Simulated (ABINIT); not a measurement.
# TePb (Fm-3m) in ABINIT: a series of runs, part 2 of 2

ABINIT 10.8.3 (patched build). Earlier steps stand in the parts before.

**3. Single point, PBE (cell relaxed)**

Contents of run.abi:

```
# Pseudopotentials
pp_dirpath "./"
pseudos "Pb.upf, Te.upf"

# Structure
acell 3*1.0 Angstrom
rprim
     0.0000000000     3.2853991500     3.2853991500
     3.2853991500     0.0000000000     3.2853991500
     3.2853991500     3.2853991500     0.0000000000
ntypat 2
znucl 82 52
natom 2
typat 1 2
xred
     0.0000000000     0.0000000000     0.0000000000
     0.5000000000     0.5000000000     0.5000000000
chkprim 0
chksymtnons 0
tolsym 1.0e-6

# Plane-wave basis
ecut 34.0

# k points
kptopt 1
ngkpt 5 5 5
nshiftk 1
shiftk 0.0 0.0 0.0

# Exchange and correlation
ixc 11

# Bands and occupations
nband 19
occopt 3
tsmear 0.05 eV

# SCF cycle
nstep 100
tolvrs 1.0e-10

# Output
iomode 3
prtwf 0
prtden 0
prteig 0
prtebands 0
enunit 2
prtvol 2
```

Potentials or basis: PseudoDojo NC SR PBE v0.4.1 standard.

Started as:

```bash
$ abinit run.abi > log 2>&1
```

Wall time 25 s (1 thread of Arm Neoverse V2, shared host); peak memory 0.1 GiB.

It converged, with:

```yaml
Free_energy: -4769.3704 eV
Pressure: -0.3 GPa
Valence_electrons_inside_the_program's_atomic_spheres: Pb 10.07; Te 11.96
```

Levels at points of the mesh, in eV from the Fermi level:
| k point | band 13 | band 14 | band 15 | band 16 | band 17 | band 18 |
| --- | --- | --- | --- | --- | --- | --- |
| (0.00, 0.00, 0.00) | -1.66 | -1.66 | -1.66 | 3.53 | 3.53 | 3.53 |

Caveat: this odd mesh misses L, where the gap lies, so gap, dielectric constants and Born charges aren't listed.

**4. Single point, PBE**

Contents of run.abi:

```
pp_dirpath "./"
pseudos "Pb.upf, Te.upf"

acell 4.56932402 4.56932402 4.56932402 Angstrom
rprim
     0.0000000000     0.7071067812     0.7071067812
     0.7071067812     0.0000000000     0.7071067812
     0.7071067812     0.7071067812     0.0000000000
ntypat 2
znucl 82 52
natom 2
typat 1 2
xcart
     0.0000000000     0.0000000000     0.0000000000
     6.1057051087     6.1057051087     6.1057051087

ecut 34.0

kptopt 1
ngkpt 5 5 5
nshiftk 1
shiftk 0.0 0.0 0.0

ixc 11

nband 19
occopt 3
tsmear 0.05 eV

nstep 100
tolvrs 1.0e-10

iomode 3
prtwf 0
prtden 0
prteig 0
prtebands 0
enunit 1
```

Potentials or basis: PseudoDojo NC SR PBE v0.4.1 standard.

Started as:

```bash
$ abinit run.abi > log 2>&1
```

run.abo:

```text
.Version 10.8.3 of ABINIT
 Symmetries : space group Fm -3 m (#225); Bravais cF (face-center cubic)
================================================================================
 Values of the parameters that define the memory need of the present run
     intxc =       0    ionmov =       0      iscf =       7    lmnmax =       6
     lnmax =       6     mgfft =      48  mpssoang =       3    mqgrid =    3001
     natom =       2  nloc_mem =       1    nspden =       1   nspinor =       1
    nsppol =       1      nsym =      48    n1xccc =    2501    ntypat =       2
    occopt =       3   xclevel =       2
       mpw =        4330          nfft =      110592          nkpt =          10
================================================================================
================================================================================

--------------------------------------------------------------------------------
------------- Echo of variables that govern the present computation ------------
[... 197 lines left out ...]
- sigma(3 3)= -1.86797010E+00  sigma(2 1)=  0.00000000E+00

== END DATASET(S) ==============================================================
================================================================================

 -outvars: echo values of variables after computation  --------
            acell      8.6347709783E+00  8.6347709783E+00  8.6347709783E+00 Bohr
           etotal     -1.7527031734E+02
            fcart     -0.0000000000E+00 -0.0000000000E+00 -0.0000000000E+00
                      -0.0000000000E+00 -0.0000000000E+00 -0.0000000000E+00
            rprim      0.0000000000E+00  7.0710678120E-01  7.0710678120E-01
                       7.0710678120E-01  0.0000000000E+00  7.0710678120E-01
                       7.0710678120E-01  7.0710678120E-01  0.0000000000E+00
           strten     -6.3491013194E-05 -6.3491013194E-05 -6.3491013194E-05
                       0.0000000000E+00  0.0000000000E+00  0.0000000000E+00
           xangst      0.0000000000E+00  0.0000000000E+00  0.0000000000E+00
                       3.2310000000E+00  3.2310000000E+00  3.2310000000E+00
             xred      0.0000000000E+00  0.0000000000E+00  0.0000000000E+00
                       5.0000000000E-01  5.0000000000E-01  5.0000000000E-01
 Calculation completed.
```

Wall time 24 s (1 thread of Arm Neoverse V2, shared host); peak memory 0.1 GiB.

Results:

* Free energy: -4769.3483 eV
* Pressure: 1.9 GPa
* Valence electrons inside the program's atomic spheres: Pb 10.06; Te 11.95

Caveat: this odd mesh misses L, where the gap lies, so gap, dielectric constants and Born charges aren't listed.

**5. Single point, PBE, spin-orbit coupling, no magnetisation**

Contents of run.abi:

```
pp_dirpath "./"
pseudos "Pb.GGA_PBE-JTH.xml, Te.GGA_PBE-JTH.xml"

acell 4.56932402 4.56932402 4.56932402 Angstrom
rprim
     0.0000000000     0.7071067812     0.7071067812
     0.7071067812     0.0000000000     0.7071067812
     0.7071067812     0.7071067812     0.0000000000
ntypat 2
znucl 82 52
natom 2
typat 1 2
xcart
     0.0000000000     0.0000000000     0.0000000000
     3.2310000000     3.2310000000     3.2310000000 Angstrom

ecut 12.0
pawecutdg 24.0

kptopt 4
ngkpt 5 5 5
nshiftk 1
shiftk 0.0 0.0 0.0

ixc 11

nband 28
occopt 3
tsmear 0.00183747

nspinor 2
nspden 1
pawspnorb 1

nstep 100
tolvrs 1.0e-9

iomode 3
prtwf 0
prteig 0
prtebands 0
prtden 1
prtvha 1
prtvclmb 1
prtpot 1
```

Potentials or basis: JTH PAW PBE v2.0.

Started as:

```bash
$ abinit run.abi > log 2>&1
```

It took 23 s on 1 thread of Arm Neoverse V1, shared host; peak memory 0.11 GiB.

It converged, with:

```
Free energy                                           : -1893.0809 eV
Valence electrons inside the program's atomic spheres : Pb 11.35; Te 3.09
```

Levels at points of the mesh, in eV from the Fermi level:
```
           k point  band 16  band 17  band 18  band 19  band 20  band 21  band 22  band 23  band 24  band 25
(0.00, 0.00, 0.00)    -2.26    -1.19    -1.19    -1.19    -1.19     2.55     2.55     4.63     4.63     4.63
```

Caveat: the cutoff is too short for stress, so the log's stress isn't used; this odd mesh misses L, where the gap lies, so gap, dielectric constants and Born charges aren't listed.

**6. Overview**

| task | potentials or basis | spin | cell | cutoff (eV) | cell freedom (optcell) | optimiser (ionmov) | cutoff smearing ecutsm (Ha) | force stop (Ha/bohr) | fine-grid cutoff | pressure (GPa) |
| --- | --- | --- | --- | --- | --- | --- | --- | --- | --- | --- |
| relaxation of cell and atoms | PseudoDojo NC SR PBE v0.4.1 standard | off | relaxed | 925 | 2 | 22 | 0.5 | 2e-05 | - | 0.0 |
| single point | PseudoDojo NC SR PBE v0.4.1 standard | off | cell relaxed | 925 | - | - | - | - | - | -0.3 |
| single point | PseudoDojo NC SR PBE v0.4.1 standard | off | as given | 925 | - | - | - | - | - | 1.9 |
| single point | JTH PAW PBE v2.0 | SOC, no magnetisation | as given | 327 | - | - | - | - | 653.073 eV | - |

Alike in all rows: level PBE; k mesh 5 × 5 × 5; smearing fermi-dirac 0.05 eV.

Total energies depend on the potentials used, so only differences within one code and one set of settings carry meaning.
